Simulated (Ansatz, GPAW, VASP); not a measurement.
Au: 4 runs at one level of theory

```
CELL_PARAMETERS angstrom
0.00000 2.03500 2.03500
2.03500 0.00000 2.03500
2.03500 2.03500 0.00000
ATOMIC_POSITIONS crystal
Au 0.00000 0.00000 0.00000
```

Alike in all runs: task band structure; functional RPBE; k mesh 11 × 11 × 11; occupations fermi-dirac, width 0.05 eV; no spin polarisation; no spin-orbit coupling. Pressure is positive in compression and, in plane waves, holds the error of the finite cutoff, which Ansatz's Pulay term estimates and takes out.

| program and potentials | plane-wave cutoff (eV) | notes | pressure (GPa) |
| --- | --- | --- | --- |
| Ansatz, Ansatz PAW | 420 | potentials made for PBE, which Ansatz adapts in part; 19 valence electrons an atom on average; Pulay term of +0.06 GPa included | 14.90 |
| Ansatz, all-electron LAPW, scalar-relativistic | - | - | 14.86 |
| GPAW, the program's PAW data sets (release 1.2.1) made for this functional | 600 | 11 valence electrons an atom on average | 17.15 |
| VASP, PBE PAW files Au, 520 eV | 520 | potentials made for PBE; 11 valence electrons an atom on average | 14.62 |

The pressure spans 14.62 (VASP, PBE PAW files Au, 520 eV) to 17.15 GPa (GPAW, the program's PAW data sets (release 1.2.1) made for this functional), with all-electron results at 14.86. Some sets were made for another functional than the one run, which can shift their rows. The cell lies far from this level's equilibrium.

The functional is the same throughout but for its coding, so the spread measures potentials, basis and numerics; runs on potential files found faulty are left out.

All four runs put the crystal under strong compression, although real gold is almost stress-free at this cell size. The discrepancy comes mainly from the functional: RPBE's strengthened gradient dependence of exchange favours inhomogeneous densities and weakens metallic cohesion, so the repulsion between filled 5d shells is balanced only at a larger volume.

Against the all-electron 14.86 GPa, Ansatz PAW and VASP lie close, while GPAW stands apart at 17.15 GPa. Matching the potential to the functional therefore doesn't ensure agreement here. Nor can the smaller valence space alone explain the outlier, since VASP also treats 11 electrons. A finite plane-wave basis normally lowers the computed pressure, so it could account for part of VASP's small deficit but hardly for GPAW's excess. This suggests a cause in the construction of the GPAW data set, perhaps its frozen core or its augmentation under compression, though the runs don't separate these. Pressures at a single volume also leave open whether the offset would carry over to the bulk modulus.
